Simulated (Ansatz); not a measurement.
Runs of Ansatz 0.2.0 on TaN. Symmetry: P-6m2, No. 187, hexagonal system. Conventional cell: a = 2.938 Å, b = 2.938 Å, c = 2.883 Å, α = 90.00°, β = 90.00°, γ = 120.00°. Ta (site symmetry -6m2) has 6 N at 2.23 Å as nearest neighbours. N (site symmetry -6m2) has 6 Ta at 2.23 Å as nearest neighbours. 

```csv
share of exact exchange,gap on the mesh (eV),pressure (GPa)
0.25,none,(b)
0.3,none,-5.3
0.2,none,-2.1
0.05,none,(a)
0.4,none,-8.4
```

Alike in all rows: task single point; level HSE06 form with a typed share of exact exchange; potentials or basis Ansatz PAW; no spin polarisation; cell as given; k mesh 5 × 5 × 5; cutoff (eV) 420; smearing fermi-dirac 0.05 eV; the mesh is coarse, so values aren't converged.

Problem. Fill in the values left out.

Solution. (a) 2.9; (b) -3.7.

Caveats: all runs use coarse meshes; the PAW data sets come from PBE, with cores solved anew for the run's functional, which leaves a small shift of forces and pressure; the thresholds are loose for stress.

A k mesh can miss the band edges, and the runs leave out spin-orbit coupling on Ta.

A gap of «none» marks a metal or a gap under the smearing width.
